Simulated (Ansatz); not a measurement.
# Ge under changes of volume

One of the cells (22.639 Å³/atom); the others are scaled copies at fixed shape and fractional positions:

```xyz
2
Lattice="0.0000 2.8289 2.8289 2.8289 0.0000 2.8289 2.8289 2.8289 0.0000" Properties=species:S:1:pos:R:3 pbc="T T T"
Ge    4.2434    4.2434    4.2434
Ge    2.8289    2.8289    2.8289
```

* Program: Ansatz 0.2.0
* Functional: PBE0
* Potentials or basis: Ansatz PAW
* Cutoff: 420 eV (not typed: the program's choice for these potentials)
* k mesh: 4 × 4 × 4
* Occupations: fermi-dirac, width 0.05 eV
* Spin: no spin polarisation

```csv
volume (Å³/atom),energy over the lowest point (meV/atom),pressure (GPa),gap on the mesh (eV)
21.281,?,?,?
21.733,15.79,4.5,1.68
22.186,5.65,2.7,1.60
22.639,0.53,1.0,1.53
23.092,0.00,-0.5,1.39
23.545,3.48,-1.9,1.19
23.997,10.59,-3.1,0.99
```

Q: What does the run at 21.281 Å³/atom give?

A: Energy over the lowest point 31.56 meV/atom; pressure 6.7 GPa; gap on the mesh 1.77 eV.

Worked out: A Birch-Murnaghan fit of order 3 (a polynomial in V^(-2/3)) to the other rows has its minimum at 22.92 Å³/atom with B0 = V·E''(V) = 76 GPa and B' = 4.6. It gives 31.57 meV/atom at 21.281 Å³/atom, against the run's 31.56, and -dE/dV = 6.7 GPa, against 6.7. A parabola through the other rows of the gap, of slope 0.757 eV per unit of ln V there, extrapolates to 1.68 eV, against the run's 1.77.

Energies are extrapolated to zero smearing.

Caveats: all runs use coarse meshes; the PAW data sets come from PBE, with cores solved anew for the run's functional, which leaves a small shift of forces and pressure; the thresholds are loose for stress.

A mesh can miss the band edges. Spin-orbit coupling on Ge is left out.
